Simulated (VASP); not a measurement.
# CdO (Monteponite): single point with PBE

Crystal: CdO (Monteponite).

```
CELL_PARAMETERS angstrom
0.00000 2.34950 2.34950
2.34950 0.00000 2.34950
2.34950 2.34950 0.00000
ATOMIC_POSITIONS crystal
Cd 0.00000 0.00000 0.00000
O 0.50000 0.50000 0.50000
```

```
Program             : VASP 6.6.1
Task                : single point
Functional          : PBE
Potentials or basis : VASP PAW PBE potentials, release 64 (Cd, O)
Cutoff              : 520 eV
k mesh              : 10 × 10 × 10
Occupations         : gaussian, width 0.012 eV
Spin                : no spin polarisation
```

* Pressure: 7.6 GPa
* Band gap on the k mesh: none (metal or under the smearing width)

Levels at points of the mesh, in eV from the Fermi level:
```
           k point  band 7  band 8  band 9  band 10  band 11  band 12
(0.00, 0.00, 0.00)   -1.34   -1.34   -1.34    -0.44    14.98    17.02
(0.50, 0.00, 0.00)   -3.82   -0.01   -0.01     4.44     7.31    11.95
(0.50, 0.50, 0.00)   -4.34   -2.31   -2.31     3.88     8.55    11.21
```

It took 31 s on 1 thread of Intel(R) Xeon(R) Platinum 8375C CPU @ 2.90GHz (Ice Lake), with other jobs on the host, peak memory 0.16 GiB.

Caveat: this crystal is a semiconductor, whose small gap the functional closes, so the metal is an error of the method.
